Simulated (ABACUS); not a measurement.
The system is V.

```
V
1.0
    -1.51435    1.51435    1.51435
     1.51435   -1.51435    1.51435
     1.51435    1.51435   -1.51435
V
1
Direct
  0.00000 0.00000 0.00000
```

Base run:

```yaml
Program: ABACUS 3.10.1
Functional: RPBE
Potentials_or_basis: SG15 ONCV 1.2 PBE
Cutoff: 1143 eV
Density_cutoff: 4572 eV
Basis: plane waves
k_mesh: 10 × 10 × 10
Occupations: fermi-dirac, width 0.05 eV
Spin: collinear spin, ferromagnetic start
Starting_moments: "[2.0] μB"
```

Its results: band gap on the k mesh none (metal or under the smearing width); pressure -0.4 GPa; net moment 0.00 μB per cell.

Problem. The run is repeated on the same cell with these changes: functional from RPBE to OLYP; potentials or basis from SG15 ONCV 1.2 PBE to PseudoDojo NC SR 0.5 PBE stringent. What comes out?

Solution. Band gap on the k mesh none (metal or under the smearing width); pressure -6.0 GPa; net moment 0.00 μB per cell.

Caveats: the potentials were made for another functional, which shifts forces and pressure.
